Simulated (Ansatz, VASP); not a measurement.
## Na2Nb2O in VASP and in Ansatz

```xyz
5
Lattice="3.0075 0.0000 0.0000 0.0000 3.0075 0.0000 0.0000 0.0000 10.6166" Properties=species:S:1:pos:R:3 pbc="T T T"
Na    0.0000    0.0000    0.0000
Na    1.5037    1.5037    5.3083
Nb    1.5037    1.5037    8.5674
Nb    1.5037    1.5037    2.0492
O     1.5037    1.5037    0.0000
```

Alike in both runs: functional PBE; k mesh 6 × 6 × 2; occupations gaussian, width 0.1 eV; no spin polarisation.

Ansatz relaxed the structure, and its values are those at the end. VASP's run is a single point on that final structure, the one shown.

```csv
,VASP,Ansatz
version,VASP 6.6.1,Ansatz 0.2.0
potentials or method,"VASP PAW PBE potentials, release 64 (Na_pv, Nb_sv, O)","scalar-relativistic, plane waves, PAW"
plane-wave cutoff (eV),520,420
valence electrons in the cell,46,50
```

VASP gave:

* gap on the k mesh at the Fermi level (eV): none
* pressure (GPa): 0.1
* rms of the force components (eV/Å): 0.004

Problem. Estimate Ansatz's values.

Solution. gap on the k mesh at the Fermi level (eV): none; pressure (GPa): 0.1; rms of the force components (eV/Å): 0.000.

A gap of «none» marks a metal or a gap that the smearing closes. The two sets of potentials don't hold the same shells in valence.
